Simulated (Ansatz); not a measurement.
How much do the gradients of SiS2 depend on the method?

Cell: an entry of the Crystallography Open Database (COD), atoms as given.

Space group Ibam (No. 72); a = 5.5640, b = 9.5450, c = 5.5520 Å.

```csv
site,Wyckoff,site symmetry,x,y,z
Si,4a,222,0.0000,0.0000,0.7500
S,8j,..m,0.2088,0.1182,0.0000
```

One atom of each set is listed; the run and its k-mesh use a cell of 6 atoms with edges of 6.18, 6.18, 6.18 Å.

First run. Level of theory: DFT, PBE, plane waves and PAW, scalar-relativistic, 420 eV cutoff, Γ-centred 8×8×8 k-points, Fermi–Dirac smearing 0.01 eV (Ansatz 0.2.0).

| site | V_zz (10²¹ V/m²) | η |
| --- | --- | --- |
| Si | -0.52 | 0.43 |
| S | -12.84 | 0.67 |

Second run. The same atoms and settings, except that the functional is r2SCAN and the cutoff is 500 eV.

**Question.** Given the first result, estimate the second.

**Answer.** 

```csv
site,V_zz,η,change of V_zz
Si,-0.58,0.38,-0.06
S,-12.65,0.67,+0.19
```

The largest change of V_zz is on S, from -12.84 to -12.65. In per cent, |V_zz| changes by +11 on Si, -2 on S (all sites that start above 0.5).

For the first run: The largest force is 0.3 eV/Å, so the atoms aren't at the calculated equilibrium and relaxing them would move these values.
